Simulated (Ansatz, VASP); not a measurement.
BaS: VASP beside Ansatz

```
Ba S
1.0
     0.00000    3.25650    3.25650
     3.25650    0.00000    3.25650
     3.25650    3.25650    0.00000
Ba S
1 1
Cartesian
  3.2565 3.2565 3.2565
  0.0000 0.0000 0.0000
```

Alike in both runs: task single point; functional PBE; k mesh 10 × 10 × 10; occupations gaussian, width 0.05 eV; no spin polarisation.

```csv
,VASP,Ansatz
version,VASP 6.6.1,Ansatz 0.2.0
potentials or method,"VASP PAW PBE potentials, release 64 (Ba_sv, S)","scalar-relativistic, plane waves, PAW"
plane-wave cutoff (eV),520,420
valence electrons in the cell,16,16
```

```csv
,VASP,Ansatz,Ansatz less VASP
gap on the k mesh at the Fermi level (eV),2.20,2.28,+0.087
least direct gap on the mesh (eV),2.36,2.42,+0.060
pressure (GPa),-1.0,-1.5,-0.48
```

Caveats: spin-orbit coupling is left out, which moves the levels of the heavy elements. A k mesh can miss the band edges. As with any semilocal functional, this PBE gap is likely too small.
